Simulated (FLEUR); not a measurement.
Here is a FLEUR MaX-R8.1 (later development tree) calculation.

File inp.xml:

```xml
<?xml version="1.0" encoding="UTF-8" standalone="no"?>
<fleurInput fleurInputVersion="0.39">
   <comment>
      MoS2                                                                                                
   </comment>
   <calculationSetup>
      <cutoffs Kmax="5.54" Gmax="17.2" GmaxXC="17.2" numbands="0"/>
      <scfLoop itmax="100" minDistance="0.0002" maxIterBroyd="50" imix="Anderson" alpha="0.05" precondParam="0.0" spinf="2.0" sdNocoIR="T"/>
      <coreElectrons ctail="T" frcor="F" kcrel="0" coretail_lmax="0"/>
      <xcFunctional name="PBEs" relativisticCorrections="F"/>
      <magnetism jspins="1"/>
      <soc l_soc="F" theta="0.0" phi="0.0" spav="F"/>
      <expertModes spex="0" secvar="F"/>
      <geometryOptimization l_f="F" forcealpha="1.0" forcemix="BFGS" epsdisp="0.00001" epsforce="0.00001"/>
      <ldaU l_linMix="F" mixParam="0.05" spinf="1.0"/>
   </calculationSetup>
   <cell>
      <bzIntegration valenceElectrons="26.0" mode="hist" fermiSmearingEnergy="0.00183747">
         <kPointListSelection listName="default-1"/>
         <!-- k-points included here -->
         <xi:include xmlns:xi="http://www.w3.org/2001/XInclude" href="kpts.xml"> </xi:include>
      </bzIntegration>
      <!-- symmetry operations included here -->
      <xi:include xmlns:xi="http://www.w3.org/2001/XInclude" href="sym.xml"> </xi:include>
      <bulkLattice scale="1.0">
         <bravaisMatrix>
            <row-1>    2.9961607705532995     1.7298342274140575    11.5556689529049077</row-1>
            <row-2>   -2.9961607705532995     1.7298342274140575    11.5556689529049077</row-2>
            <row-3>    0.0000000000000000    -3.4596684548281149    11.5556689529049077</row-3>
         </bravaisMatrix>
      </bulkLattice>
   </cell>
   <atomSpecies>
      <species name="Molybdenum (Mo)" element="Mo" atomicNumber="42">
         <mtSphere radius="2.36" gridPoints="791" logIncrement="0.016"/>
         <atomicCutoffs lmax="10" lnonsphr="10"/>
         <electronConfig flipSpins="F">
            <coreConfig>(1s1/2) (2s1/2) (2p1/2) (2p3/2) (3s1/2) (3p1/2) (3p3/2) (3d3/2) (3d5/2)</coreConfig>
            <valenceConfig>(4s1/2) (4p1/2) (4p3/2) (5s1/2) (4d3/2) (4d5/2)</valenceConfig>
            <stateOccupation state="(5s1/2)" spinUp="0.500000" spinDown="0.500000"/>
            <stateOccupation state="(4d3/2)" spinUp="1.000000" spinDown="1.000000"/>
            <stateOccupation state="(4d5/2)" spinUp="1.500000" spinDown="1.500000"/>
         </electronConfig>
         <energyParameters s="5" p="5" d="4" f="4"/>
         <ldaU l="2" U="5" J="0.0" l_amf="F"/>
         <lo type="SCLO" l="0" n="4" eDeriv="0"/>
         <lo type="SCLO" l="1" n="4" eDeriv="0"/>
         <lo type="SCLO" l="1" n="4" eDeriv="1"/>
         <lo type="SCLO" l="3" n="4" eDeriv="2"/>
      </species>
      <species name="Sulfur (S)" element="S" atomicNumber="16">
         <mtSphere radius="1.77" gridPoints="593" logIncrement="0.019"/>
         <atomicCutoffs lmax="8" lnonsphr="8"/>
         <electronConfig flipSpins="F">
            <coreConfig>(1s1/2) (2s1/2) (2p1/2) (2p3/2)</coreConfig>
            <valenceConfig>(3s1/2) (3p1/2) (3p3/2)</valenceConfig>
            <stateOccupation state="(3p1/2)" spinUp="0.666667" spinDown="0.666667"/>
            <stateOccupation state="(3p3/2)" spinUp="1.333333" spinDown="1.333333"/>
         </electronConfig>
         <energyParameters s="3" p="3" d="3" f="4"/>
         <lo type="SCLO" l="0" n="3" eDeriv="2"/>
         <lo type="SCLO" l="1" n="3" eDeriv="2"/>
         <lo type="SCLO" l="2" n="3" eDeriv="2"/>
         <lo type="SCLO" l="3" n="4" eDeriv="2"/>
      </species>
   </atomSpecies>
   <atomGroups>
      <atomGroup species="Molybdenum (Mo)">
         <relPos label="                   1">.0000000000 .0000000000 .0000000000</relPos>
         <force calculate="T" relaxXYZ="TTT"/>
      </atomGroup>
      <atomGroup species="Sulfur (S)">
         <relPos label="                   2">1.000/4.000 1.000/4.000 1.000/4.000</relPos>
         <relPos label="                   3">-1.000/4.000 -1.000/4.000 -1.000/4.000</relPos>
         <force calculate="T" relaxXYZ="TTT"/>
      </atomGroup>
   </atomGroups>
   <output dos="F" band="F" slice="F">
      <checks vchk="F" cdinf="F"/>
      <bandDOS minEnergy="-.5*Htr" maxEnergy="0.5*Htr" sigma="0.015" storeEVData="T"/>
      <vacuumDOS vacdos="F" integ="F" star="F" nstars="0" locx1="0.0" locy1="0.0" locx2="0.0" locy2="0.0" nstm="0" tworkf="0.0"/>
      <unfoldingBand unfoldBand="F" supercellX="1" supercellY="1" supercellZ="1"/>
      <plotting iplot="0" polar="F">
         <plot TwoD="T" vec1="  1.0  0.0  0.0" vec2="  0.0  1.0  0.0" vec3="  0.0  0.0  1.0" zero="  0.0  0.0  0.0" file="plot"/>
      </plotting>
      <chargeDensitySlicing numkpt="0" minEigenval="0.0" maxEigenval="0.0" nnne="0" pallst="F"/>
      <specialOutput eonly="F"/>
      <moessbauerParams electricFieldGradient="T" isomerShift="T" coreHyperfine="T" valenceHyperfine="T"/>
      <magneticCircularDichroism mcd="F" energyLo="-10.0" energyUp="0.0"/>
   </output>
  <!-- We include the file relax.xml here to enable relaxations (see documentation) -->
  <xi:include xmlns:xi="http://www.w3.org/2001/XInclude" href="relax.xml"> <xi:fallback/> </xi:include>
</fleurInput>
```

Contents of crystal.txt:

```
MoS2
&input cartesian=F /
1.5855000000  0.9153888518  6.1149966667
-1.5855000000  0.9153888518  6.1149966667
0.0000000000  -1.8307777036  6.1149966667
1.8897261246
1.0 1.0 1.0

3
42 0.0000000000  0.0000000000  0.0000000000
16 0.2500000000  0.2500000000  0.2500000000
16 0.7500000000  0.7500000000  0.7500000000

&kpt div1=8 div2=8 div3=8 gamma=T /
```

Potentials or basis: all-electron, FLAPW.

Launch:

```sh
$ inpgen -f crystal.txt -profile fastHighL
$ # inp.xml edited to the form shown
$ fleur_MPI
```

Question: Predict the band gap on the k mesh.

Answer: None (metal or under the smearing width).

Eigenvalues of the final occupation matrices:
| site | spin | trace | eigenvalues |
| --- | --- | --- | --- |
| atom type 1 | 1 | 3.31 | 0.59 0.59 0.69 0.73 0.73 |

Caveat: U without spin polarisation on a metal has little footing.
